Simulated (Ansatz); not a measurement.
Input and command of a plane-wave DFT calculation in Ansatz:

```yaml
crystal:
  lattice:
    - [0.0, 2.13515, 2.13515]
    - [2.13515, 0.0, 2.13515]
    - [2.13515, 2.13515, 0.0]
  atoms:
    - { symbol: Mg, position: [0.0351263377, 0.0351263377, -0.0351263377] }
    - { symbol: O, position: [0.5, 0.5, 0.5] }
basis:
  ecutwfc: 420
kpoints:
  mp_grid: { grid: [10, 10, 10] }
hamiltonian:
  xc: pbesol
scf:
  occupations: { method: gaussian, width: 0.05 }
output:
  forces: true
  stress: true
  eigenvalues: true
```

```bash
ansatz run input.yaml --threads 1 --pin off --max-ram 2560MiB --backend cpu --events-out ev --progress --plain --runs-dir out
```

Processor: Arm Neoverse V1, 1 thread, on a host shared with other jobs.

Estimate time, memory and problem size.

About 2.7 s on 1 thread of Arm Neoverse V1, with other jobs on the host, peak memory 0.28 GiB. It solves 12 bands at 102 k points (the mesh reduced by symmetry) with about 339 plane waves, in 6 SCF iterations.
